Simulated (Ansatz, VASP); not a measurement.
# ZnSe in VASP and in Ansatz

```xyz
2
Lattice="0.0000 2.7758 2.7758 2.7758 0.0000 2.7758 2.7758 2.7758 0.0000" Properties=species:S:1:pos:R:3 pbc="T T T"
Zn    0.0000    0.0000    0.0000
Se    1.3879    1.3879    1.3879
```

Change from the starting cell: hydrostatic strain -2.0%.

Alike in both runs: task single point; functional PBE; k mesh 8 × 8 × 8; occupations fermi-dirac, width 0.02 eV; no spin polarisation.

```csv
,VASP,Ansatz
version,VASP 6.6.1,Ansatz 0.2.0
potentials or method,"VASP PAW PBE potentials, release 64 (Zn, Se)","plane waves, PAW"
plane-wave cutoff (eV),520,420
valence electrons in the cell,18,28
```

Ansatz gave:

* gap on the k mesh at the Fermi level (eV): 1.54
* pressure (GPa): 6.8

Task: Which values does VASP return?

Result: gap on the k mesh at the Fermi level (eV): 1.55; pressure (GPa): 7.1.

The functional is the same, so the differences come from potentials, cutoffs and numerics. The two sets of potentials don't hold the same shells in valence.
